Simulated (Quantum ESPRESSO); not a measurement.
**Rh under changes of volume**

One of the cells (14.302 Å³/atom); the others are scaled copies at fixed shape and fractional positions:

```
Rh
1.0
     2.73098    0.00000    0.00000
    -1.36549    2.36510    0.00000
     0.00000    0.00000    4.42849
Rh
2
Cartesian
  0.0000 1.5767 1.1071
  1.3655 0.7884 3.3214
```

This isn't the form of Rh at room conditions, which is fcc.

| Quantity | Value |
| --- | --- |
| Program | Quantum ESPRESSO 7.5 |
| Functional | PBEsol |
| Potentials or basis | GBRV 1.5 PBEsol |
| Cutoff | 612 eV |
| Density cutoff | 4898 eV |
| k mesh | 11 × 11 × 6 |
| Occupations | fermi-dirac, width 0.05 eV |
| Spin | no spin polarisation |

| volume (Å³/atom) | energy over the lowest point (meV/atom) | pressure (GPa) |
| --- | --- | --- |
| 13.444 | 0.00 | 3.2 |
| 13.730 | 0.03 | -3.0 |
| 14.016 | 10.42 | -8.4 |
| 14.302 | 29.93 | -13.2 |
| 14.588 | 57.41 | -17.3 |
| 14.874 | ? | ? |
| 15.160 | 132.48 | -24.2 |

What does the run at 14.874 Å³/atom give?

Energy over the lowest point 91.89 meV/atom; pressure -21.0 GPa.

Worked out: A Birch-Murnaghan fit of order 3 (a polynomial in V^(-2/3)) to the other rows has its minimum at 13.59 Å³/atom with B0 = V·E''(V) = 295 GPa and B' = 5.2 at fixed shape and positions, which overstates the stiffness. It gives 91.89 meV/atom at 14.874 Å³/atom, against the run's 91.89, and -dE/dV = -21.1 GPa, against -21.0.

Energies are extrapolated to zero smearing.
